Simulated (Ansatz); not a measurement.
## BeS under changes of volume

One of the cells (14.261 Å³/atom); the others are scaled copies at fixed shape and fractional positions:

```
CELL_PARAMETERS angstrom
0.00000 2.42500 2.42500
2.42500 0.00000 2.42500
2.42500 2.42500 0.00000
ATOMIC_POSITIONS crystal
S 0.75000 0.75000 0.75000
Be 0.00000 0.00000 0.00000
```

* Program: Ansatz 0.2.0
* Functional: r2SCAN
* Potentials or basis: Ansatz PAW
* Cutoff: 500 eV (not typed: the program's choice for these potentials)
* k mesh: 9 × 9 × 9
* Occupations: fermi-dirac, width 0.05 eV
* Spin: no spin polarisation

| volume (Å³/atom) | energy over the lowest point (meV/atom) | pressure (GPa) | gap on the mesh (eV) |
| --- | --- | --- | --- |
| 13.405 | 24.35 | 8.2 | 3.52 |
| 13.690 | 12.07 | 5.6 | 3.57 |
| 13.975 | 4.18 | 3.3 | 3.62 |
| 14.261 | 0.28 | 1.1 | 3.66 |
| 14.546 | 0.00 | -0.8 | 3.70 |
| 14.831 | ? | ? | ? |
| 15.116 | 9.05 | -4.2 | 3.78 |

**Question.** What does the run at 14.831 Å³/atom give?

**Answer.** Energy over the lowest point 3.02 meV/atom; pressure -2.6 GPa; gap on the mesh 3.74 eV.

Worked out: A Birch-Murnaghan fit of order 3 (a polynomial in V^(-2/3)) to the other rows has its minimum at 14.42 Å³/atom with B0 = V·E''(V) = 97 GPa and B' = 3.8. It gives 3.03 meV/atom at 14.831 Å³/atom, against the run's 3.02, and -dE/dV = -2.6 GPa, against -2.6. A straight line through the other rows of the gap, of slope 2.15 eV per unit of ln V, gives 3.74 eV, against the run's 3.74.

Energies are extrapolated to zero smearing.

Caveats: odd divisions of the mesh miss points on the zone boundary, where band edges often lie, so the gap on the mesh can be too wide; the PAW data sets come from PBE, with cores solved anew for the run's functional, which leaves a small shift of forces and pressure.

A mesh can miss the band edges.
